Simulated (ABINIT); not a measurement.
# ZnS (Wurtzite-2H) (P6_3mc) in ABINIT: further runs, part 2 of 2

ABINIT 10.8.3 (patched build). Earlier steps stand in the parts before.

## 3. Single point, LDA

run.abi

```
pp_dirpath "./"
pseudos "Zn.hgh, S.hgh"

acell 3*1.0 Angstrom
rprim
     3.8110000000     0.0000000000     0.0000000000
    -1.9055000000     3.3004228138     0.0000000000
     0.0000000000     0.0000000000     6.2340000000
ntypat 2
znucl 30 16
natom 4
typat 1 1 2 2
xred
     0.6666666667     0.3333333333     0.5000000000
     0.3333333333     0.6666666667     0.0000000000
     0.6666666667     0.3333333333     0.8850000000
     0.3333333333     0.6666666667     0.3850000000

ecut 544.227725 eV

kptopt 1
ngkpt 6 6 4
nshiftk 1
shiftk 0.0 0.0 0.0

ixc 7

nband 12
occopt 3
tsmear 0.00183747

nstep 100
tolvrs 1.0e-10

iomode 3
prtwf 0
prtden 0
prteig 0
prtebands 0
enunit 1
```

Potentials or basis: HGH LDA.

The run is started by

```bash
$ abinit run.abi > log 2>&1
```

run.abo:

```text
.Version 10.8.3 of ABINIT
 Symmetries : space group P6_3 m c (#186); Bravais hP (primitive hexag.)
================================================================================
 Values of the parameters that define the memory need of the present run
     intxc =       0    ionmov =       0      iscf =       7    lmnmax =       6
     lnmax =       6     mgfft =      48  mpssoang =       3    mqgrid =    3001
     natom =       4  nloc_mem =       1    nspden =       1   nspinor =       1
    nsppol =       1      nsym =      12    n1xccc =       0    ntypat =       2
    occopt =       3   xclevel =       1
       mpw =        2277          nfft =       43200          nkpt =          21
================================================================================
================================================================================

--------------------------------------------------------------------------------
------------- Echo of variables that govern the present computation ------------
--------------------------------------------------------------------------------
 -outvars: echo values of preprocessed input variables --------
            acell      1.8897261259E+00  1.8897261259E+00  1.8897261259E+00 Bohr
              amu      6.53900000E+01  3.20660000E+01
             ecut      2.00000000E+01 Hartree
           enunit           1
              ixc           7
         kptrlatt        6    0    0      0    6    0      0    0    4
          kptrlen      4.32104776E+01
            natom           4
            nband          12
            ngfft          30      30      48
             nkpt          21
            nstep         100
             nsym          12
           ntypat           2
           occopt           3
           prtden           0
        prtebands           0
           prteig           0
            prtwf           0
            rprim      3.8110000000E+00  0.0000000000E+00  0.0000000000E+00
                      -1.9055000000E+00  3.3004228138E+00  0.0000000000E+00
                       0.0000000000E+00  0.0000000000E+00  6.2340000000E+00
          spgroup         186
           tolvrs      1.00000000E-10
           tsmear      1.83747000E-03 Hartree
[... 157 lines left out ...]
    3     -0.00000000000000    -0.00000000000000    -0.00383167899591
    4     -0.00000000000000    -0.00000000000000    -0.00383167899591
 frms,max,avg= 2.2122209E-03 3.8316790E-03   0.000E+00  0.000E+00 -5.380E-07 h/b

 cartesian forces (eV/Angstrom) at end:
    1     -0.00000000000000    -0.00000000000000     0.19703285600915
    2     -0.00000000000000    -0.00000000000000     0.19703285600915
    3     -0.00000000000000    -0.00000000000000    -0.19703285600915
    4     -0.00000000000000    -0.00000000000000    -0.19703285600915
 frms,max,avg= 1.1375697E-01 1.9703286E-01   0.000E+00  0.000E+00 -2.767E-05 e/A
 length scales=  1.889726125908  1.889726125908  1.889726125908 bohr
              =  1.000000000000  1.000000000000  1.000000000000 angstroms
 Fermi (or HOMO) energy (eV) =   3.66140   Average Vxc (eV)=  -8.63440
 Eigenvalues (   eV  ) for nkpt=  21  k points:
 kpt#   1, nband= 12, wtk=  0.00694, kpt=  0.0000  0.0000  0.0000 (reduced coord)
 -10.34776   -9.23117   -2.54664    1.42328    1.42328    2.16474    2.16474    2.31759
   4.99542    5.64516    8.98144    8.98147
 prteigrs : prtvol=0 or 1, do not print more k-points.

--- !EnergyTerms
iteration_state     : {dtset: 1, }
comment             : Components of total free energy in Hartree
kinetic             :  8.73937645752070E+00
hartree             :  3.47379629785410E+00
xc                  : -5.44713904442198E+00
Ewald energy        : -1.98611408503374E+01
psp_core            :  1.86553100522237E-01
local_psp           : -1.41537400666995E+01
non_local_psp       :  4.17881222347869E+00
internal            : -2.28834818820832E+01
'-kT*entropy'       : -1.94868322430984E-15
total_energy        : -2.28834818820832E+01
total_energy_eV     : -6.22691264146273E+02
band_energy         : -1.40179355263382E+00
...

 Cartesian components of stress tensor (hartree/bohr^3)
  sigma(1 1)=  5.64911293E-04  sigma(3 2)=  0.00000000E+00
  sigma(2 2)=  5.64911293E-04  sigma(3 1)=  0.00000000E+00
  sigma(3 3)=  5.45633855E-04  sigma(2 1)=  0.00000000E+00

-Cartesian components of stress tensor (GPa)         [Pressure= -1.6431E+01 GPa]
- sigma(1 1)=  1.66202640E+01  sigma(3 2)=  0.00000000E+00
- sigma(2 2)=  1.66202640E+01  sigma(3 1)=  0.00000000E+00
- sigma(3 3)=  1.60531022E+01  sigma(2 1)=  0.00000000E+00

== END DATASET(S) ==============================================================
================================================================================

 -outvars: echo values of variables after computation  --------
            acell      1.8897261259E+00  1.8897261259E+00  1.8897261259E+00 Bohr
           etotal     -2.2883481882E+01
            fcart     -0.0000000000E+00 -0.0000000000E+00  3.8316789959E-03
                      -0.0000000000E+00 -0.0000000000E+00  3.8316789959E-03
                      -0.0000000000E+00 -0.0000000000E+00 -3.8316789959E-03
                      -0.0000000000E+00 -0.0000000000E+00 -3.8316789959E-03
            rprim      3.8110000000E+00  0.0000000000E+00  0.0000000000E+00
                      -1.9055000000E+00  3.3004228138E+00  0.0000000000E+00
                       0.0000000000E+00  0.0000000000E+00  6.2340000000E+00
           strten      5.6491129257E-04  5.6491129259E-04  5.4563385462E-04
                       0.0000000000E+00  0.0000000000E+00  0.0000000000E+00
           xangst      1.9055000000E+00  1.1001409379E+00  3.1170000000E+00
                      -1.2540273692E-16  2.2002818759E+00  0.0000000000E+00
                       1.9055000000E+00  1.1001409379E+00  5.5170900000E+00
                      -1.2540273692E-16  2.2002818759E+00  2.4000900000E+00
             xred      6.6666666667E-01  3.3333333333E-01  5.0000000000E-01
                       3.3333333333E-01  6.6666666667E-01  0.0000000000E+00
                       6.6666666667E-01  3.3333333333E-01  8.8500000000E-01
                       3.3333333333E-01  6.6666666667E-01  3.8500000000E-01
 Calculation completed.
```

It took 14 s on 1 thread of Arm Neoverse V1, shared host; peak memory 0.06 GiB.

Results:

```yaml
Free_energy: -622.6913 eV
Largest_force: 0.197 eV/Å
Band_gap_on_the_k_mesh: 2.68 eV, direct
Valence_electrons_inside_the_program's_atomic_spheres: Zn 0.65; S 3.87
```

Forces in eV/Å, atoms in the order of the input:
```
Zn   0.000  0.000  0.197
Zn   0.000  0.000  0.197
S    0.000  0.000 -0.197
S    0.000  0.000 -0.197
```

Levels at points of the mesh, in eV from the valence-band top:
| k point | band 4 | band 5 | band 6 | band 7 | band 8 | band 9 | band 10 | band 11 | band 12 |
| --- | --- | --- | --- | --- | --- | --- | --- | --- | --- |
| (0.00, 0.00, 0.00) | -0.89 | -0.89 | -0.15 | -0.15 | 0.00 | 2.68 | 3.33 | 6.66 | 6.66 |
| (0.50, 0.00, 0.00) | -4.13 | -2.95 | -2.06 | -1.49 | -0.92 | 3.77 | 4.66 | 5.32 | 7.38 |
| (0.00, 0.00, 0.50) | -2.88 | -0.54 | -0.54 | -0.54 | -0.54 | 3.94 | 3.94 | 7.06 | 7.06 |
| (0.50, 0.00, 0.50) | -4.87 | -1.55 | -1.55 | -1.39 | -1.39 | 3.83 | 3.83 | 5.36 | 5.36 |

Caveat: the cutoff is too short for stress, so the log's stress isn't used; HGH potentials are hard and often keep d shells in the core, so these values are rough.

## 4. Single point, LDA

run.abi

```
# Pseudopotentials
pp_dirpath "./"
pseudos "Zn.upf, S.upf"

# Structure
acell 3*1.0 Angstrom
rprim
     3.8110000000     0.0000000000     0.0000000000
    -1.9055000000     3.3004228138     0.0000000000
     0.0000000000     0.0000000000     6.2340000000
ntypat 2
znucl 30 16
natom 4
typat 1 1 2 2
xcart
     1.9055000002     1.1001409378     3.1170000000
    -0.0000000002     2.2002818760     0.0000000000
     1.9055000002     1.1001409378     5.5170900000
    -0.0000000002     2.2002818760     2.4000900000 Angstrom

# Plane-wave basis
ecut 30.0

# k points
kptopt 1
ngkpt 6 6 4
nshiftk 1
shiftk 0.0 0.0 0.0

# Exchange and correlation
ixc 7

# Bands and occupations
nband 32
occopt 3
tsmear 0.05 eV

# SCF cycle
nstep 100
tolvrs 1.0e-10

# Output
iomode 3
prtwf 0
prtden 0
prteig 0
prtebands 0
```

Potentials or basis: PseudoDojo NC SR LDA v0.4.1 standard.

The run is started by

```bash
$ abinit run.abi > log 2>&1
```

run.abo:

```text
.Version 10.8.3 of ABINIT
 Symmetries : space group P6_3 m c (#186); Bravais hP (primitive hexag.)
================================================================================
 Values of the parameters that define the memory need of the present run
     intxc =       0    ionmov =       0      iscf =       7    lmnmax =       6
     lnmax =       6     mgfft =      60  mpssoang =       3    mqgrid =    3001
     natom =       4  nloc_mem =       1    nspden =       1   nspinor =       1
    nsppol =       1      nsym =      12    n1xccc =    2501    ntypat =       2
    occopt =       3   xclevel =       1
       mpw =        4170          nfft =       77760          nkpt =          21
================================================================================
================================================================================

--------------------------------------------------------------------------------
------------- Echo of variables that govern the present computation ------------
[... 235 lines left out ...]
            acell      1.8897261259E+00  1.8897261259E+00  1.8897261259E+00 Bohr
           etotal     -4.4001030921E+02
            fcart     -0.0000000000E+00 -0.0000000000E+00  5.7448736192E-03
                      -0.0000000000E+00 -0.0000000000E+00  5.7448736192E-03
                       1.4955512865E-28  8.6345693783E-29 -5.7448736192E-03
                      -1.4955512865E-28 -8.6345693783E-29 -5.7448736192E-03
            rprim      3.8110000000E+00  0.0000000000E+00  0.0000000000E+00
                      -1.9055000000E+00  3.3004228138E+00  0.0000000000E+00
                       0.0000000000E+00  0.0000000000E+00  6.2340000000E+00
           strten      1.4006935316E-03  1.4006935318E-03  1.4525884105E-03
                       0.0000000000E+00  0.0000000000E+00  0.0000000000E+00
           xangst      1.9055000000E+00  1.1001409379E+00  3.1170000000E+00
                      -1.2540273692E-16  2.2002818759E+00  0.0000000000E+00
                       1.9055000000E+00  1.1001409379E+00  5.5170900000E+00
                      -1.2540273692E-16  2.2002818759E+00  2.4000900000E+00
             xred      6.6666666667E-01  3.3333333333E-01  5.0000000000E-01
                       3.3333333333E-01  6.6666666667E-01  0.0000000000E+00
                       6.6666666667E-01  3.3333333333E-01  8.8500000000E-01
                       3.3333333333E-01  6.6666666667E-01  3.8500000000E-01
 Calculation completed.
```

It took 2.1 min on 1 thread of Arm Neoverse V1, shared host; peak memory 0.1 GiB.

Results:

* Free energy: -11973.2905 eV
* Largest force: 0.295 eV/Å
* Band gap on the k mesh: 1.98 eV, direct
* Valence electrons inside the program's atomic spheres: Zn 18.16; S 3.93

Forces on the atoms (eV/Å):
```
Zn   0.000  0.000  0.295
Zn   0.000  0.000  0.295
S    0.000  0.000 -0.295
S    0.000  0.000 -0.295
```

Caveat: the cutoff is too short for stress, so the log's stress isn't used.

## 5. How close it comes

Step 2. Measured gap of ZnS: 3.911 eV (direct; 4 K; a printed reference work, monograph). This calculation gives 1.98 eV (-1.93 eV). The value is that of LDA, without temperature or zero-point motion. Semilocal functionals fall short of measured gaps as a rule.

Step 4. Measured gap of ZnS: 3.911 eV (direct; 4 K; a printed reference work, monograph). This calculation gives 1.98 eV (-1.93 eV). The value is that of LDA, without temperature or zero-point motion. Semilocal functionals fall short of measured gaps as a rule.
